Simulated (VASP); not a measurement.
A run of VASP 6.6.1:

The input INCAR:

```
SYSTEM = Ru
PREC = Accurate
ENCUT = 520
EDIFF = 1E-6
ISMEAR = 1
SIGMA = 0.1
LREAL = .False.
LASPH = .True.
NELM = 100
ALGO = Normal
ISIF = 2
LWAVE = .False.
LCHARG = .True.
LDIPOL = .True.
IDIPOL = 3
DIPOL = 0.5 0.5 0.500
GGA = PE
IVDW = 12
LELF = .True.
LVHAR = .True.
LVACPOTAV = .True.
```

KPOINTS

```
regular mesh
0
Gamma
  14 14 1
  0 0 0
```

POSCAR

```
Ru                                      
1.0
    2.7193470000      0.0000000000      0.0000000000
   -1.3596735000      2.3550235400      0.0000000000
    0.0000000000      0.0000000000     27.8262814600
  Ru            
     4
Selective dynamics
Direct
     0.3333330000000032    0.6666669999999968    0.3842003199999979   F   F   F
     0.6666669999999968    0.3333330000000032    0.4587132220928041   T   T   T
     0.3333330000000032    0.6666669999999968    0.5363981389483105   T   T   T
     0.6666669999999968    0.3333330000000032    0.6109165379328453   T   T   T
```

Potentials or basis: VASP PAW PBE potentials, release 64 (Ru_pv).

The run is started by

```console
$ cat potpaw_PBE.64/Ru_pv/POTCAR > POTCAR
$ mpirun -np 1 vasp_std > vasp.out
```

Hardware: 1 thread of AMD EPYC 7R43 64-Core Processor (Zen 3), on a shared host.

Problem. How long does it take, and how much memory?

Solution. Wall time 5.6 min on 1 thread of AMD EPYC 7R43 64-Core Processor (Zen 3), on a shared host, peak memory 0.28 GiB. Counts: scf iterations 26, k points 24.
